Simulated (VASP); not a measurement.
LiBr (rocksalt): one PBE single-point calculation in two programs

```cif
data_structure
_symmetry_space_group_name_H-M 'P 1'
_symmetry_Int_Tables_number 1
_cell_length_a 3.8743
_cell_length_b 3.8743
_cell_length_c 3.8743
_cell_angle_alpha 60.000
_cell_angle_beta 60.000
_cell_angle_gamma 60.000
_cell_volume 41.12
loop_
_atom_site_label
_atom_site_type_symbol
_atom_site_fract_x
_atom_site_fract_y
_atom_site_fract_z
_atom_site_occupancy
Li1 Li 0.00000 0.00000 0.00000 1
Br1 Br 0.50000 0.50000 0.50000 1
```

Datasets and cutoffs are each program's own. VASP's cell holds 10 valence electrons and Ansatz's 10. Ansatz's stress includes a Pulay correction; VASP's doesn't.

Cutoffs: 520 eV in VASP, 420 eV in Ansatz. k meshes: 8×8×8 and 8×8×8.

|  | VASP | Ansatz |
| --- | --- | --- |
| gap between bands v and c | 5.00 eV | 4.99 eV |
| least direct gap | 5.00 eV | 4.99 eV |
| pressure | 0.4 GPa | 0.5 GPa |

Band v is the last that the valence electrons fill when counted band by band, and c is the next. Levels in eV from the top of v, Ansatz:

```
point    v−1      v     c    c+1
    Γ  -0.01  -0.01  4.99  10.52
    X  -1.17  -1.17  6.25   7.09
    K  -1.89  -0.88  6.65   8.75
    L  -0.27  -0.27  5.63   8.11
    W  -2.19  -1.17  8.05   8.59
```

VASP:

```
point    v−1      v     c    c+1
    Γ  -0.01  -0.01  5.00  10.50
    X  -1.17  -1.17  6.27   7.09
    K  -1.88  -0.88  6.65   8.75
    L  -0.27  -0.27  5.62   8.10
    W  -2.19  -1.16  8.06   8.59
```
